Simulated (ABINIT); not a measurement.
# B (P4/mmm) in ABINIT: settings compared

One crystal, B, is run at these levels: LDA, LDA-PZ; tasks: optical spectrum.

Program: ABINIT 10.8.3 (patched build). These are calculated values, not measurements. Logs are shortened: lines on timing, memory, paths and dates and some standing lists are left out, and cuts for length are marked. The log counts tension as positive stress, the text compression.

### 1 The undisturbed crystal

Symmetry: P4/mmm, No. 123, tetragonal system. The conventional cell has a = 2.346 Å, b = 2.346 Å, c = 1.586 Å, α = 90.00°, β = 90.00°, γ = 90.00°. Around B (site symmetry 4/mmm) lie 2 B at 1.59 Å.

The cell was built by a generator and needn't be a form met in nature.

### 2 Optical spectrum, LDA (cell relaxed at zero pressure by an earlier run)

Contents of run.abi:

```
# Datasets
ndtset 3

# Pseudopotentials
pp_dirpath "./"
pseudos "B.upf"

# Structure
acell 3*1.0
rprim
     4.3782026744     0.0000000000     0.0000000000
     0.0000000000     4.3782026744     0.0000000000
     0.0000000000     0.0000000000     2.9681822415
ntypat 1
znucl 5
natom 1
typat 1
chkprim 0
chksymtnons 0
tolsym 1.0e-6
xred
            1/2            1/2            1/2

# Plane-wave basis
ecut 38.0
ecutsm 0.5

# k points
ngkpt 12 12 18
nshiftk 1
shiftk 0.5 0.5 0.5
istwfk *1

# Exchange and correlation
ixc 7

# Bands and occupations
occopt 3
tsmear 0.00183747

# SCF cycle
nstep 80

# Output
iomode 3
prteig 0
prtebands 0

# Dataset 1: ground state
nband1 6
tolvrs1 1.0e-12
prtden1 1
prtwf1 0
kptopt1 1

# Dataset 2: empty bands at fixed density
iscf2 -3
getden2 1
nband2 14
nbdbuf2 4
tolwfr2 1.0e-12
nstep2 120
prtden2 0
kptopt2 1

# Dataset 3: wave functions and velocity matrix elements in the full zone
optdriver3 8
wfk_task3 "wfk_optics_fullbz"
getwfk3 2
nband3 10
kptopt3 1
prtevk3 1
inclvkb3 2
```

Contents of optic.abi:

```
&FILES
 ddkfile_1 = 'runo_DS3_1_EVK.nc',
 ddkfile_2 = 'runo_DS3_2_EVK.nc',
 ddkfile_3 = 'runo_DS3_3_EVK.nc',
 wfkfile = 'runo_DS3_WFK.nc'
/
&PARAMETERS
 broadening = 0.007350,
 domega = 0.002,
 maxomega = 0.8,
 scissor = 0.000000,
 tolerance = 0.002
/
&COMPUTATIONS
 num_lin_comp = 2,
 lin_comp = 11,33,
 num_nonlin_comp = 0
/
```

Potentials or basis: PseudoDojo NC SR LDA v0.4.1 standard.

Run with:

```console
$ abinit run.abi > log 2>&1
$ optic optic.abi > optic.log 2>&1
```

run.abo:

```text
.Version 10.8.3 of ABINIT
 DATASET    1 : space group P4/m m m (#123); Bravais tP (primitive tetrag.)
================================================================================
 Values of the parameters that define the memory need for DATASET  1.
     intxc =       0    ionmov =       0      iscf =       7    lmnmax =       4
     lnmax =       4     mgfft =      27  mpssoang =       2    mqgrid =    3001
     natom =       1  nloc_mem =       1    nspden =       1   nspinor =       1
    nsppol =       1      nsym =      16    n1xccc =    2501    ntypat =       1
    occopt =       3   xclevel =       1
       mpw =         650          nfft =       13122          nkpt =         189
================================================================================
================================================================================
[... 13 lines left out ...]
 DATASET    3 : space group P4/m m m (#123); Bravais tP (primitive tetrag.)
================================================================================
 Values of the parameters that define the memory need for DATASET  3.
     intxc =       0    ionmov =       0      iscf =       7    lmnmax =       4
     lnmax =       4     mgfft =      27  mpssoang =       2    mqgrid =    3001
     natom =       1  nloc_mem =       1    nspden =       1   nspinor =       1
    nsppol =       1      nsym =      16    n1xccc =    2501    ntypat =       1
    occopt =       3   xclevel =       1
       mpw =         650          nfft =       13122          nkpt =         189
================================================================================
================================================================================

--------------------------------------------------------------------------------
------------- Echo of variables that govern the present computation ------------
--------------------------------------------------------------------------------
 -outvars: echo values of preprocessed input variables --------
            acell      1.0000000000E+00  1.0000000000E+00  1.0000000000E+00 Bohr
              amu      1.08110000E+01
          chkprim           0
      chksymtnons           0
             ecut      3.80000000E+01 Hartree
           ecutsm      5.00000000E-01 Hartree
           getden1          0
           getden2          1
           getden3          0
           getwfk1          0
           getwfk2          0
           getwfk3          2
             iscf1          7
             iscf2         -3
             iscf3          7
              ixc           7
           jdtset        1    2    3
                       outvar_i_n : Printing only first  50 k-points.
         kptrlatt       12    0    0      0   12    0      0    0   18
          kptrlen      5.25384321E+01
            natom           1
            nband1          6
            nband2         14
            nband3         10
           nbdbuf1          0
           nbdbuf2          4
           nbdbuf3          0
           ndtset           3
            ngfft          27      27      18
             nkpt         189
            nstep1         80
            nstep2        120
            nstep3         80
             nsym          16
           ntypat           1
                       prtocc : prtvol=0, do not print more k-points.
                       prtocc : prtvol=0, do not print more k-points.
                       prtocc : prtvol=0, do not print more k-points.
           occopt           3
        optdriver1          0
        optdriver2          0
        optdriver3          8
           prtden1          1
           prtden2          0
           prtden3          1
        prtebands           0
           prteig           0
           prtevk1          0
           prtevk2          0
           prtevk3          1
            prtwf1          0
            prtwf2          1
            prtwf3          1
            rprim      4.3782026744E+00  0.0000000000E+00  0.0000000000E+00
                       0.0000000000E+00  4.3782026744E+00  0.0000000000E+00
                       0.0000000000E+00  0.0000000000E+00  2.9681822415E+00
           shiftk      5.00000000E-01  5.00000000E-01  5.00000000E-01
          spgroup         123
           tolsym      1.00000000E-06
           tolvrs1     1.00000000E-12
           tolvrs2     0.00000000E+00
           tolvrs3     0.00000000E+00
           tolwfr1     0.00000000E+00
           tolwfr2     1.00000000E-12
           tolwfr3     0.00000000E+00
           tsmear      1.83747000E-03 Hartree
            typat      1
         wfk_task1          0
         wfk_task2          0
[... 177 lines left out ...]
 Real(R)+Recip(G) space primitive vectors, cartesian coordinates (Bohr,Bohr^-1):
 R(1)=  4.3782027  0.0000000  0.0000000  G(1)=  0.2284042  0.0000000  0.0000000
 R(2)=  0.0000000  4.3782027  0.0000000  G(2)=  0.0000000  0.2284042  0.0000000
 R(3)=  0.0000000  0.0000000  2.9681822  G(3)=  0.0000000  0.0000000  0.3369065
 Unit cell volume ucvol=  5.6896072E+01 bohr^3
 Angles (23,13,12)=  9.00000000E+01  9.00000000E+01  9.00000000E+01 degrees

 getcut: wavevector=  0.0000  0.0000  0.0000  ngfft=  27  27  18
         ecut(hartree)=     38.000   => boxcut(ratio)=   2.14003
--------------------------------------------------------------------------------

================================================================================

--- !BeginCycle
iteration_state: {dtset: 2, }
solver: {iscf: -3, nstep: 120, nline: 4, wfoptalg: 0, }
tolerances: {tolwfr: 1.00E-12, }
...

     iter   Etot(hartree)      deltaE(h)  residm     vres2
 Non-SCF case, kpt    1 (  0.04167  0.04167  0.02778), residuals and eigenvalues=
  8.52E-13  1.13E-13  1.87E-13  2.91E-14  5.60E-14  4.60E-14  1.80E-13  1.09E-13
  2.70E-13  5.37E-13  3.93E-12  1.27E-07  1.21E-06  3.76E-06
 -2.8384E-01  3.8535E-01  3.9155E-01  7.9245E-01  8.2557E-01  1.2046E+00
  1.4900E+00  1.5814E+00  1.7207E+00  1.8174E+00  2.0816E+00  2.4960E+00
  2.5556E+00  2.5881E+00
 prteigrs : prtvol=0 or 1, do not print more k-points.

--- !ResultsGS
iteration_state: {dtset: 2, }
comment   : Summary of ground state results
lattice_vectors:
- [  4.3782027,   0.0000000,   0.0000000, ]
- [  0.0000000,   4.3782027,   0.0000000, ]
- [  0.0000000,   0.0000000,   2.9681822, ]
lattice_lengths: [   4.37820,    4.37820,    2.96818, ]
lattice_angles: [ 90.000,  90.000,  90.000, ] # degrees, (23, 13, 12)
lattice_volume:   5.6896072E+01
convergence: {deltae:  0.000E+00, res2:  0.000E+00, residm:  9.974E-13, diffor:  0.000E+00, }
etotal    :  -2.91635738E+00
entropy   :   0.00000000E+00
fermie    :   2.31398240E-01
cartesian_stress_tensor: null
pressure_GPa: null
xred      :
- [  5.0000E-01,   5.0000E-01,   5.0000E-01,  B]
cartesian_forces: null
force_length_stats: {min: null, max: null, mean: null, }
...

 Integrated electronic density in atomic spheres:
 ------------------------------------------------
 Atom  Sphere_radius  Integrated_density
    1        2.00000          2.62801647
================================================================================

 ----iterations are completed or convergence reached----

 Mean square residual over all n,k,spin=   31.518E-14; max=  99.741E-14
 reduced coordinates (array xred) for    1 atoms
       0.500000000000      0.500000000000      0.500000000000

 cartesian coordinates (angstrom) at end:
    1      1.15842253921764     1.15842253921764     0.78534719947160
 length scales=  1.000000000000  1.000000000000  1.000000000000 bohr
              =  0.529177210544  0.529177210544  0.529177210544 angstroms
 Eigenvalues (hartree) for nkpt= 189  k points:
 kpt#   1, nband= 14, wtk=  0.00309, kpt=  0.0417  0.0417  0.0278 (reduced coord)
  -0.28384    0.38535    0.39155    0.79245    0.82557    1.20463    1.49000    1.58141
   1.72066    1.81739    2.08161    2.49597    2.55562    2.58814
      occupation numbers for kpt#   1
   2.00000    0.00000    0.00000    0.00000    0.00000    0.00000    0.00000    0.00000
   0.00000    0.00000    0.00000    0.00000    0.00000    0.00000
 prteigrs : prtvol=0 or 1, do not print more k-points.

--- !EnergyTerms
iteration_state     : {dtset: 2, }
comment             : Components of total free energy in Hartree
kinetic             :  1.92447557168424E+00
hartree             :  1.71073414038547E-01
xc                  : -1.18647629341637E+00
Ewald energy        : -3.14575355980129E+00
psp_core            :  1.68396065015833E-01
local_psp           : -9.35377005214318E-01
non_local_psp       :  8.73968043428337E-02
internal            : -2.91626500335053E+00
'-kT*entropy'       : -9.23992120656344E-05
total_energy        : -2.91635740256260E+00
...

--- !EnergyTermsDC
iteration_state     : {dtset: 2, }
comment             : '"Double-counting" decomposition of free energy'
band_energy         :  2.00481411203711E-02
Ewald energy        : -3.14575355980129E+00
psp_core            :  1.68396065015833E-01
xc_dc               :  4.10443769967552E-02
internal            : -2.91626497666833E+00
'-kT*entropy'       : -9.23992120656344E-05
total_energy_dc     : -2.91635737588040E+00
...

================================================================================
== DATASET  3 ==================================================================

--- !DatasetInfo
iteration_state: {dtset: 3, }
dimensions: {natom: 1, nkpt: 189, mband: 10, nsppol: 1, nspinor: 1, nspden: 1, mpw: 650, }
cutoff_energies: {ecut:  38.0, pawecutdg:  -1.0, }
electrons: {nelect:   3.00000000E+00, charge:   0.00000000E+00, occopt:   3.00000000E+00, tsmear:   1.83747000E-03, }
meta: {optdriver: 8, wfk_task: 7, }
...

 mkfilename : getwfk/=0, take file _WFK from output of DATASET   2.

 Exchange-correlation functional for the present dataset will be:
  LDA: Perdew-Wang 92 LSD fit to Ceperley-Alder data - ixc=7
  J.P.Perdew and Y.Wang, PRB 45, 13244 (1992)

--------------------------------------------------------------------------------

 Computation of velocity matrix elements (DDK)

 Parameters extracted from the Abinit header:
    ecut:     38.0
    nkpt:    2592
    mband:   14
    nsppol:  1
    nspinor: 1
    useylm:  0
    inclvkb: 2
    bmin: 1, bmax: 14
    Computing diagonal and off-diagonal matrix elements
    Between band index bmin: 1, bmax: 14

== END DATASET(S) ==============================================================
================================================================================

 -outvars: echo values of variables after computation  --------
            acell      1.0000000000E+00  1.0000000000E+00  1.0000000000E+00 Bohr
           etotal1    -2.9163573759E+00
           etotal2    -2.9163573759E+00
           etotal3     0.0000000000E+00
            fcart1    -0.0000000000E+00 -0.0000000000E+00 -0.0000000000E+00
            fcart3     0.0000000000E+00  0.0000000000E+00  0.0000000000E+00
            rprim      4.3782026744E+00  0.0000000000E+00  0.0000000000E+00
                       0.0000000000E+00  4.3782026744E+00  0.0000000000E+00
                       0.0000000000E+00  0.0000000000E+00  2.9681822415E+00
           strten1     1.4777643611E-04  1.4777643611E-04 -1.8149954733E-04
                       0.0000000000E+00  0.0000000000E+00  0.0000000000E+00
           strten3     0.0000000000E+00  0.0000000000E+00  0.0000000000E+00
                       0.0000000000E+00  0.0000000000E+00  0.0000000000E+00
           xangst      1.1584225392E+00  1.1584225392E+00  7.8534719947E-01
             xred      5.0000000000E-01  5.0000000000E-01  5.0000000000E-01
 Calculation completed.
```

It took 38 s on 1 thread of Arm Neoverse V1, shared host; peak memory 0.49 GiB.

Results:

```
Free energy : -79.3581 eV
Pressure    : -1.1 GPa
```

Dielectric function (mean over the directions given):
| energy (eV) | real part | imaginary part |
| --- | --- | --- |
| 0.33 | 20.07 | 6.82 |
| 0.76 | 10.51 | 14.56 |
| 1.31 | 8.72 | 14.32 |
| 1.74 | 2.73 | 17.60 |
| 2.29 | -4.28 | 6.15 |
| 2.83 | 0.59 | 2.00 |
| 3.27 | 2.45 | 3.06 |
| 3.81 | 0.44 | 4.06 |
| 4.25 | 0.88 | 2.64 |
| 4.79 | 1.69 | 0.99 |
| 5.33 | 3.51 | 2.41 |
| 5.77 | 1.32 | 2.48 |
| 6.31 | 2.73 | 1.86 |
| 6.75 | 2.93 | 2.66 |
| 7.29 | 2.91 | 3.05 |
| 7.84 | 3.46 | 7.61 |
| 8.27 | -1.19 | 3.93 |
| 8.82 | -0.28 | 2.92 |
| 9.36 | 0.37 | 2.44 |
| 9.80 | -0.93 | 3.20 |
| 10.34 | -0.76 | 1.34 |
| 10.78 | 0.17 | 1.04 |
| 11.32 | 0.88 | 1.56 |
| 11.86 | -0.78 | 1.93 |
| 12.30 | -0.21 | 0.97 |
| 12.84 | -0.02 | 1.14 |
| 13.28 | 0.19 | 0.70 |
| 13.82 | 0.44 | 0.66 |
| 14.37 | 0.52 | 0.90 |
| 14.80 | 0.25 | 1.00 |
| 15.35 | 0.48 | 0.52 |
| 15.89 | 0.56 | 0.63 |
| 16.33 | 0.71 | 0.52 |
| 16.87 | 1.07 | 0.86 |
| 17.31 | 0.60 | 1.23 |
| 17.85 | 0.42 | 0.83 |
| 18.39 | 0.53 | 0.96 |
| 18.83 | 0.27 | 0.98 |
| 19.38 | 0.28 | 0.60 |
| 19.92 | 0.28 | 0.50 |

Caveat: the intraband (Drude) term is left out; spectra need much finer meshes, so this one isn't converged; independent-particle spectra lack excitons.

(Continued in part 2 of 2.)
